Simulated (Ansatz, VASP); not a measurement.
# One calculation of Sb, two programs

Contents of INCAR:

```
SYSTEM = Sb
ALGO = Normal
EDIFF = 1E-6
ENCUT = 520
GGA = CA
ISIF = 2
ISMEAR = -1
LASPH = .TRUE.
LCHARG = .FALSE.
LREAL = .FALSE.
LWAVE = .FALSE.
NBANDS = 12
NELM = 60
PREC = Accurate
SIGMA = 0.03
```

KPOINTS

```
k-points
0
G
  12 12 7
  0 0 0
```

Contents of POSCAR:

```
Sb
1.0
    3.3016201759      0.0000000000      0.0000000000
   -1.6508100880      2.8592869460      0.0000000000
    0.0000000000      0.0000000000      5.3300000000
Sb
2
Direct
    0.3333333333      0.6666666667      0.2500000000
    0.6666666667      0.3333333333      0.7500000000
```

Input for Ansatz:

```yaml
crystal:
  lattice:
    - [3.3016201759, 0.0, 0.0]
    - [-1.650810088, 2.859286946, 0.0]
    - [0.0, 0.0, 5.33]
  atoms:
    - { symbol: Sb, position: [0.3333333333, 0.6666666667, 0.25] }
    - { symbol: Sb, position: [0.6666666667, 0.3333333333, 0.75] }
kpoints:
  mp_grid: { grid: [12, 12, 7] }
  band_path:
    path:
      - [0.0, 0.0, 0.0]
      - [0.5, 0.0, 0.0]
      - [0.3333333333, 0.3333333333, 0.0]
      - [0.0, 0.0, 0.0]
      - [0.0, 0.0, 0.5]
      - [0.5, 0.0, 0.5]
      - [0.3333333333, 0.3333333333, 0.5]
      - [0.0, 0.0, 0.5]
      - [0.5, 0.0, 0.5]
    npoints: 5
scf:
  occupations: { method: fermi_dirac, width: 0.03 }
hamiltonian:
  xc: lda
  pseudopotentials: { kind: all_electron, lapw: { basis_error: 0.0005 } }
output:
  forces: true
  stress: true
  eigenvalues: true
```

Change from the starting cell: equal xx and yy strain of -2 %.

Alike in both runs: task single point; functional LDA; k mesh 12 × 12 × 7; occupations fermi-dirac, width 0.03 eV; no spin polarisation.

```csv
,VASP,Ansatz
version,VASP 6.6.1,Ansatz 0.2.0
potentials or method,"VASP PAW LDA potentials, release 64 (Sb)","all-electron LAPW, scalar-relativistic"
plane-wave cutoff (eV),520,see its input
```

Ansatz gave:

| Property | Result |
| --- | --- |
| pressure (GPa) | 1.5 |
| largest component of the traceless stress (GPa) | 0.70 |

Task: What did VASP give for the same quantities?

Result: Pressure (GPa): 1.6; largest component of the traceless stress (GPa): 0.67.

Ansatz ran all-electron here, so the differences hold the error of VASP's frozen core and of both bases.

Spin-orbit coupling is left out, which matters for the levels of Sb.
